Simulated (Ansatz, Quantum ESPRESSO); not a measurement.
# One calculation of ZnS, 4 ways

```
CELL_PARAMETERS angstrom
3.81200 0.00000 0.00000
-1.90600 3.30129 0.00000
0.00000 0.00000 18.68999
ATOMIC_POSITIONS crystal
Zn 0.33333 0.66667 0.83333
Zn 0.66667 0.33333 0.33333
Zn 0.66667 0.33333 0.66667
Zn 0.33333 0.66667 0.16667
Zn 0.00000 0.00000 0.50000
Zn 0.00000 0.00000 0.00000
S 0.33333 0.66667 0.95833
S 0.66667 0.33333 0.45833
S 0.66667 0.33333 0.79167
S 0.33333 0.66667 0.29167
S 0.00000 0.00000 0.62500
S 0.00000 0.00000 0.12500
```

Alike in all runs: task band structure; functional PBE; k mesh 8 × 8 × 2; occupations fermi-dirac, width 0.05 eV; no spin polarisation; no spin-orbit coupling. Pressure is positive in compression and, in plane waves, holds the error of the finite cutoff, which Ansatz's Pulay term estimates and takes out. Gaps are the smaller of the mesh's and the band path's.

```json
{"program and potentials": "Ansatz, Ansatz PAW", "plane-wave cutoff (eV)": "420", "notes": "9 valence electrons an atom on average; Pulay term of +0.07 GPa included", "band gap (eV)": "2.16", "pressure (GPa)": "2.12"}
{"program and potentials": "Quantum ESPRESSO, SSSP 1.3 efficiency PBE", "plane-wave cutoff (eV)": "748", "notes": "13 valence electrons an atom on average", "band gap (eV)": "2.16", "pressure (GPa)": "2.17"}
{"program and potentials": "Ansatz, Ansatz PAW (files of its older set among them)", "plane-wave cutoff (eV)": "800", "notes": "13 valence electrons an atom on average", "band gap (eV)": "2.17", "pressure (GPa)": "2.13"}
{"program and potentials": "Quantum ESPRESSO, GBRV 1.5 PBE", "plane-wave cutoff (eV)": "612", "notes": "13 valence electrons an atom on average", "band gap (eV)": "2.16", "pressure (GPa)": "1.93"}
```

Force on atom 7 (S), eV/Å:

| program and potentials | x | y | z |
| --- | --- | --- | --- |
| Ansatz, Ansatz PAW | 0.000 | 0.000 | -0.030 |
| Quantum ESPRESSO, SSSP 1.3 efficiency PBE | 0.000 | 0.000 | -0.030 |
| Ansatz, Ansatz PAW (files of its older set among them) | 0.000 | 0.000 | -0.030 |
| Quantum ESPRESSO, GBRV 1.5 PBE | 0.000 | 0.000 | -0.029 |

The band gap spans 2.16 (Quantum ESPRESSO, GBRV 1.5 PBE) to 2.17 eV (Ansatz, Ansatz PAW (files of its older set among them)). The pressure spans 1.93 (Quantum ESPRESSO, GBRV 1.5 PBE) to 2.17 GPa (Quantum ESPRESSO, SSSP 1.3 efficiency PBE).

Differences between rows come from potentials, basis sets and numerical settings, since the functional is the same but for its coding. Runs on potential files found faulty are left out.
